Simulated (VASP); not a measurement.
# HgSe (F-43m) in VASP: notebook

One crystal, HgSe, is run at these levels: PBE; tasks: electric field gradients, density of states.

Program: VASP 6.6.1. These are calculated values, not measurements. Logs are shortened: lines on timing, memory, paths and dates and some standing lists are left out, and cuts for length are marked.

### Step 1. The crystal as given

The structure is cubic, space group F-43m (No. 216). The conventional cell has a = 6.072 Å, b = 6.072 Å, c = 6.072 Å, α = 90.00°, β = 90.00°, γ = 90.00°. Hg (site symmetry -43m) has 4 Se at 2.63 Å as nearest neighbours. Around Se (site symmetry -43m) lie 4 Hg at 2.63 Å.

### Step 2. Electric field gradients, PBE, non-collinear spin, zero start, spin-orbit coupling

Input file INCAR:

```
PREC = Accurate ; ENCUT = 520
EDIFF = 1E-8 ; ISMEAR = -1
SIGMA = 0.02 ; LREAL = False
LASPH = True ; NELM = 150
ALGO = Normal ; ISIF = 2
LWAVE = False ; LCHARG = False
MAGMOM = 0 0 0 0 0 0 ; LORBIT = 11
LSORBIT = True ; GGA_COMPAT = False
LORBMOM = True ; GGA = PE
LEFG = True ; NBANDS = 30
```

Input file KPOINTS:

```
regular mesh
0
Gamma
  9 9 9
```

Input file POSCAR:

```
HgSe
1.0
    0.0000000000      3.0360000000      3.0360000000
    3.0360000000      0.0000000000      3.0360000000
    3.0360000000      3.0360000000      0.0000000000
Hg Se
1 1
Direct
    0.0000000000      0.0000000000      0.0000000000
    0.7500000000      0.7500000000      0.7500000000
```

Potentials or basis: VASP PAW PBE potentials, release 64 (Hg, Se).

Run with:

```sh
cat potpaw_PBE.64/Hg/POTCAR potpaw_PBE.64/Se/POTCAR > POTCAR
mpirun -np 1 vasp_ncl > vasp.out
```

OUTCAR:

```text
PREC = Accurate
   ENCUT = 520
   EDIFF = 1E-8
   ISMEAR = -1
   LREAL = False
   LASPH = True
   NELM = 150
   ISIF = 2
   LORBIT = 11
   LSORBIT = True
   GGA = PE

 ion  position               nearest neighbor table
   1  0.000  0.000  0.000-   2 2.63   2 2.63   2 2.63   2 2.63
   2  0.750  0.750  0.750-   1 2.63   1 2.63   1 2.63   1 2.63

  LATTYP: Found a face centered cubic cell.
 ALAT       =     6.0720000000

  Lattice vectors:

 A1 = (   0.0000000000,   3.0360000000,   3.0360000000)
 A2 = (   3.0360000000,   0.0000000000,   3.0360000000)
 A3 = (   3.0360000000,   3.0360000000,   0.0000000000)

Analysis of symmetry for initial positions (statically):
=====================================================================
 Subroutine PRICEL returns:
 Original cell was already a primitive cell.

 Routine SETGRP: Setting up the symmetry group for a
 face centered cubic supercell.

 Subroutine GETGRP returns: Found 24 space group operations
 (whereof 24 operations were pure point group operations)
 out of a pool of 48 trial point group operations.

The static configuration has the point symmetry T_d .

Analysis of symmetry for dynamics (positions and initial velocities):
=====================================================================
 Subroutine PRICEL returns:
 Original cell was already a primitive cell.

 Routine SETGRP: Setting up the symmetry group for a
 face centered cubic supercell.

 Subroutine GETGRP returns: Found 24 space group operations
 (whereof 24 operations were pure point group operations)
 out of a pool of 48 trial point group operations.

The dynamic configuration has the point symmetry T_d .

Analysis of structural, dynamic, and magnetic symmetry:
=====================================================================
 Subroutine PRICEL returns:
 Original cell was already a primitive cell.

 Routine SETGRP: Setting up the symmetry group for a
 face centered cubic supercell.

 Subroutine GETGRP returns: Found 24 space group operations
 (whereof 24 operations were pure point group operations)
 out of a pool of 48 trial point group operations.

The overall configuration has the point symmetry T_d .

 Subroutine INISYM returns: Found 24 space group operations
 (whereof 24 operations are pure point group operations),
 and found     1 'primitive' translations

----------------------------------------------------------------------------------------

                                     Primitive cell

  volume of cell :      55.9674

  direct lattice vectors                    reciprocal lattice vectors
     0.000000000  3.036000000  3.036000000    -0.164690382  0.164690382  0.164690382
     3.036000000  0.000000000  3.036000000     0.164690382 -0.164690382  0.164690382
     3.036000000  3.036000000  0.000000000     0.164690382  0.164690382 -0.164690382

  length of vectors
     4.293552375  4.293552375  4.293552375     0.285252109  0.285252109  0.285252109

  position of ions in fractional coordinates (direct lattice)
     0.000000000  0.000000000  0.000000000
     0.750000000  0.750000000  0.750000000

  ion indices of the primitive-cell ions
   primitive index   ion index
                 1           1
                 2           2

----------------------------------------------------------------------------------------

 KPOINTS: regular mesh

Automatic generation of k-mesh.
 Grid dimensions read from file:
 generate k-points for:    9    9    9

 Generating k-lattice:

  Cartesian coordinates                     Fractional coordinates (reciprocal lattice)
    -0.018298931  0.018298931  0.018298931     0.111111111  0.000000000  0.000000000
     0.018298931 -0.018298931  0.018298931     0.000000000  0.111111111  0.000000000
     0.018298931  0.018298931 -0.018298931     0.000000000  0.000000000  0.111111111

  Length of vectors
     0.031694679  0.031694679  0.031694679

  Shift w.r.t. Gamma in fractional coordinates (k-lattice)
     0.000000000  0.000000000  0.000000000

 Subroutine IBZKPT returns following result:
 ===========================================

 Found     55 irreducible k-points:

 Following reciprocal coordinates:
            Coordinates               Weight
  0.000000  0.000000  0.000000      1.000000
  0.111111  0.000000  0.000000      4.000000
[... 87 lines left out ...]
  ext. energy  EPLUGINS =         0.00000000
  ---------------------------------------------------
  free energy    TOTEN  =        -4.31284296 eV

  energy without entropy =       -4.31275070  energy(sigma->0) =       -4.31279683

 E-fermi :   1.8767     XC(G=0):  -9.0730

 val. band max:        1.8744295245   @ k =   0.0000   0.0000   0.0000
 cond. band min:       2.3417814926   @ k =   0.1111   0.0000   0.0000
 fundamental gap:      0.4673519681
 Fermi energy:         1.8766518060

 k-point     1 :       0.0000    0.0000    0.0000
  band No.  band energies     occupation
      1     -11.7192      1.00000
      2     -11.7192      1.00000
      3      -6.1624      1.00000
      4      -6.1624      1.00000
      5      -6.1624      1.00000
      6      -6.1624      1.00000
[... 781 lines left out ...]
     29      13.2585      0.00000
     30      13.2585      0.00000

 [... further k-points ...]

------------------------ aborting loop because EDIFF is reached ----------------------------------------

  FORCE on cell =-STRESS in cart. coord.  units (eV):
  Direction    XX          YY          ZZ          XY          YZ          ZX
  --------------------------------------------------------------------------------------
  -------------------------------------------------------------------------------------
  Total        1.6817878      1.6817878      1.6817878      0.0000000      0.0000000      0.0000000
  in kB       48.1444772     48.1444772     48.1444772      0.0000000      0.0000000      0.0000000
  external PRESSURE =      48.1444772 kB  Pullay stress =       0.0000000 kB

 VOLUME and BASIS-vectors are now :
 -----------------------------------------------------------------------------
  energy-cutoff  :      520.00
  volume of cell :       55.97
      direct lattice vectors                 reciprocal lattice vectors
     0.000000000  3.036000000  3.036000000    -0.164690382  0.164690382  0.164690382
     3.036000000  0.000000000  3.036000000     0.164690382 -0.164690382  0.164690382
     3.036000000  3.036000000  0.000000000     0.164690382  0.164690382 -0.164690382

 POSITION                                       TOTAL-FORCE (eV/Angst)
 -----------------------------------------------------------------------------------
      0.00000      0.00000      0.00000         0.000000      0.000000      0.000000
      4.55400      4.55400      4.55400        -0.000000     -0.000000     -0.000000
 -----------------------------------------------------------------------------------
    total drift:                                0.000000      0.000000      0.000000

  FREE ENERGIE OF THE ION-ELECTRON SYSTEM (eV)
  ---------------------------------------------------
  free  energy   TOTEN  =        -4.3128429583 eV

  energy  without entropy=       -4.3127507050  energy(sigma->0) =       -4.31279683

 Electric field gradients (V/A^2)
---------------------------------------------------------------------
 ion       V_xx      V_yy      V_zz      V_xy      V_xz      V_yz
---------------------------------------------------------------------
   1      -0.000    -0.000    -0.000     0.000     0.000     0.000
   2       0.000     0.000     0.000     0.000     0.000     0.000
---------------------------------------------------------------------

 Electric field gradients after diagonalization (V/A^2)
 (convention: |V_zz| > |V_xx| > |V_yy|)
----------------------------------------------------------------------
 ion       V_xx      V_yy      V_zz     asymmetry (V_yy - V_xx)/ V_zz
----------------------------------------------------------------------
   1      -0.000    -0.000     0.000       0.000
   2      -0.000    -0.000     0.000       0.000
----------------------------------------------------------------------

           NMR quadrupolar parameters

 Cq : quadrupolar parameter    Cq=e*Q*V_zz/h
 eta: asymmetry parameters     (V_yy - V_xx)/ V_zz
 Q  : nuclear electric quadrupole moment in mb (millibarn)
----------------------------------------------------------------------
 ion       Cq(MHz)       eta       Q (mb)
----------------------------------------------------------------------
   1       0.000       0.000       1.000
   2       0.000       0.000       1.000
----------------------------------------------------------------------

 orbital moment (x)

 # of ion     p       d       tot
 ----------------------------------------
  1         0.000   0.000   0.000
  2        -0.000  -0.000  -0.000
 ----------------------------------------
            0.000   0.000   0.000

 orbital moment (y)

 # of ion     p       d       tot
 ----------------------------------------
  1         0.000  -0.000  -0.000
  2        -0.000  -0.000  -0.000
 ----------------------------------------
           -0.000  -0.000  -0.000

 orbital moment (z)

 # of ion     p       d       tot
 ----------------------------------------
  1         0.000   0.000   0.000
  2         0.000   0.000   0.000
 ----------------------------------------
            0.000   0.000   0.000

 Spin-Orbit-Coupling matrix elements

 Ion:    1  E_soc:     -0.5798066
 l=   1
     0.0000000    -0.0296737    -0.0296737
    -0.0296737     0.0000000    -0.0296737
    -0.0296737    -0.0296737     0.0000000
 l=   2
     0.0000000    -0.0135869     0.0000000    -0.0135869    -0.0533739
    -0.0135869     0.0000000    -0.0400304    -0.0135869    -0.0133435
     0.0000000    -0.0400304     0.0000000    -0.0400304     0.0000000
    -0.0135869    -0.0135869    -0.0400304     0.0000000    -0.0133435
    -0.0533739    -0.0133435     0.0000000    -0.0133435     0.0000000
 l=   3
     0.0000000     0.0000000     0.0000000     0.0000000     0.0000000     0.0000000     0.0000000
     0.0000000     0.0000000     0.0000000     0.0000000     0.0000000     0.0000000     0.0000000
     0.0000000     0.0000000     0.0000000     0.0000000     0.0000000     0.0000000     0.0000000
     0.0000000     0.0000000     0.0000000     0.0000000     0.0000000     0.0000000     0.0000000
     0.0000000     0.0000000     0.0000000     0.0000000     0.0000000     0.0000000     0.0000000
     0.0000000     0.0000000     0.0000000     0.0000000     0.0000000     0.0000000     0.0000000
     0.0000000     0.0000000     0.0000000     0.0000000     0.0000000     0.0000000     0.0000000

 Ion:    2  E_soc:     -0.0463093
 l=   1
     0.0000000    -0.0076920    -0.0076920
    -0.0076920     0.0000000    -0.0076920
    -0.0076920    -0.0076920     0.0000000
 l=   2
     0.0000000    -0.0000118     0.0000000    -0.0000118    -0.0000145
    -0.0000118     0.0000000    -0.0000108    -0.0000118    -0.0000036
     0.0000000    -0.0000108     0.0000000    -0.0000108     0.0000000
    -0.0000118    -0.0000118    -0.0000108     0.0000000    -0.0000036
    -0.0000145    -0.0000036     0.0000000    -0.0000036     0.0000000
 l=   3
     0.0000000     0.0000000     0.0000000     0.0000000     0.0000000     0.0000000     0.0000000
     0.0000000     0.0000000     0.0000000     0.0000000     0.0000000     0.0000000     0.0000000
     0.0000000     0.0000000     0.0000000     0.0000000     0.0000000     0.0000000     0.0000000
     0.0000000     0.0000000     0.0000000     0.0000000     0.0000000     0.0000000     0.0000000
     0.0000000     0.0000000     0.0000000     0.0000000     0.0000000     0.0000000     0.0000000
     0.0000000     0.0000000     0.0000000     0.0000000     0.0000000     0.0000000     0.0000000
     0.0000000     0.0000000     0.0000000     0.0000000     0.0000000     0.0000000     0.0000000

 total charge

# of ion       s       p       d       tot
------------------------------------------
    1        0.713   0.430   9.391  10.533
    2        1.463   2.311   0.038   3.811
--------------------------------------------------
tot          2.175   2.741   9.429  14.345

 magnetization (x)

# of ion       s       p       d       tot
------------------------------------------
    1        0.000  -0.000  -0.000  -0.000
    2        0.000   0.000   0.000   0.000
--------------------------------------------------
tot          0.000  -0.000  -0.000  -0.000

 magnetization (y)

# of ion       s       p       d       tot
------------------------------------------
    1        0.000   0.000   0.000   0.000
    2        0.000   0.000   0.000   0.000
--------------------------------------------------
tot          0.000   0.000   0.000   0.000

 magnetization (z)

# of ion       s       p       d       tot
------------------------------------------
    1        0.000   0.000   0.000   0.000
    2       -0.000  -0.000   0.000  -0.000
--------------------------------------------------
tot          0.000   0.000   0.000   0.000
```

Run time: 78 s. Hardware: 1 thread of Intel Xeon 6975P-C (Granite Rapids), shared host; peak memory 0.38 GiB.

Results:

- Free energy: -4.3128 eV
- Pressure: 4.8 GPa
- Net moment: 0.00 μB per cell
- Valence electrons inside the program's atomic spheres: Hg 10.53; Se 3.81

Moments on the atoms (μB; x, y, z):
```
Hg  0.00 0.00 0.00
Se  0.00 0.00 0.00
```

Electric field gradients, principal values (V/Å²):
```csv
atom,Vxx,Vyy,Vzz
1 Hg,0.000,0.000,0.000
2 Se,0.000,0.000,0.000
```

### Step 3. Density of states, PBE

POSCAR is that of step 2.

Input file INCAR.step1:

```
SYSTEM = HgSe
PREC = Accurate ; ENCUT = 520
EDIFF = 1E-6 ; ISMEAR = -1
SIGMA = 0.02 ; LREAL = .FALSE.
LASPH = .TRUE. ; NELM = 100
ALGO = Normal ; ISIF = 2
LWAVE = .FALSE. ; LCHARG = .TRUE.
GGA = PE ; NBANDS = 16
```

Input file KPOINTS.step1:

```
regular mesh
0
G
  9 9 9
  0 0 0
```

Input file INCAR.step2:

```
SYSTEM = HgSe
PREC = Accurate ; ENCUT = 520
EDIFF = 1E-6 ; ISMEAR = -5
SIGMA = 0.02 ; LREAL = .FALSE.
LASPH = .TRUE. ; NELM = 100
ALGO = Normal ; ISIF = 2
LWAVE = .FALSE. ; LCHARG = .FALSE.
GGA = PE ; LORBIT = 10
NBANDS = 16 ; NEDOS = 2001
ICHARG = 11
```

Input file KPOINTS.step2:

```
regular mesh
0
G
  14 14 14
  0 0 0
```

Potentials or basis: VASP PAW PBE potentials, release 64 (Hg, Se).

Run with:

```sh
cat potpaw_PBE.64/Hg/POTCAR potpaw_PBE.64/Se/POTCAR > POTCAR
cp INCAR.step1 INCAR
cp KPOINTS.step1 KPOINTS
mpirun -np 1 vasp_std > vasp.out
cp INCAR.step2 INCAR
cp KPOINTS.step2 KPOINTS
mpirun -np 1 vasp_std > vasp.out
```

Run time: 48 s. Hardware: 1 thread of Intel Xeon Platinum 8259CL at 2.50GHz (Skylake/Cascade Lake), shared host; peak memory 0.24 GiB.

The run converged. Its results:

```
Valence electrons inside the program's atomic spheres : Hg 10.52; Se 3.81
```

Levels at points of the mesh, in eV from the Fermi level:
```
           k point  band 7  band 8  band 9  band 10  band 11  band 12
(0.00, 0.00, 0.00)   -0.93    0.00    0.00     0.00     5.48     5.48
(0.50, 0.00, 0.00)   -5.55   -0.98   -0.98     1.12     6.25     6.25
(0.50, 0.50, 0.00)   -5.12   -2.33   -2.33     2.78     2.99     8.50
```

States per cell in windows of 1 eV (zero at the Fermi level; states under -8 eV left out):
| from (eV) | total | Hg1_d | Se2_p | Hg1_p | Hg1_s | Se2_d | Se2_s |
| --- | --- | --- | --- | --- | --- | --- | --- |
| -8.0 | 1.43 | 1.12 | 0.10 | 0.00 | 0.02 | 0.00 | 0.00 |
| -7.0 | 8.17 | 6.98 | 0.25 | 0.02 | 0.10 | 0.02 | 0.02 |
| -6.0 | 0.97 | 0.30 | 0.15 | 0.01 | 0.21 | 0.00 | 0.02 |
| -5.0 | 0.74 | 0.18 | 0.12 | 0.01 | 0.17 | 0.00 | 0.03 |
| -4.0 | 0.30 | 0.07 | 0.05 | 0.01 | 0.07 | 0.00 | 0.02 |
| -3.0 | 1.61 | 0.17 | 0.55 | 0.14 | 0.05 | 0.00 | 0.02 |
| -2.0 | 1.86 | 0.22 | 0.76 | 0.15 | 0.02 | 0.00 | 0.01 |
| -1.0 | 0.67 | 0.10 | 0.31 | 0.04 | 0.00 | 0.00 | 0.00 |
| 0.0 | 0.05 | 0.00 | 0.02 | 0.00 | 0.01 | 0.00 | 0.00 |
| 1.0 | 0.48 | 0.01 | 0.11 | 0.02 | 0.11 | 0.01 | 0.04 |
| 2.0 | 1.12 | 0.03 | 0.28 | 0.04 | 0.28 | 0.03 | 0.05 |
| 3.0 | 0.65 | 0.02 | 0.12 | 0.05 | 0.10 | 0.02 | 0.02 |
| 4.0 | 0.78 | 0.03 | 0.08 | 0.11 | 0.03 | 0.04 | 0.02 |
| 5.0 | 1.13 | 0.05 | 0.11 | 0.17 | 0.02 | 0.07 | 0.01 |
| 6.0 | 2.06 | 0.07 | 0.21 | 0.37 | 0.01 | 0.14 | 0.03 |
| 7.0 | 1.07 | 0.04 | 0.15 | 0.16 | 0.01 | 0.07 | 0.01 |

Caveat: tetrahedron occupations give inexact forces and stress in metals.
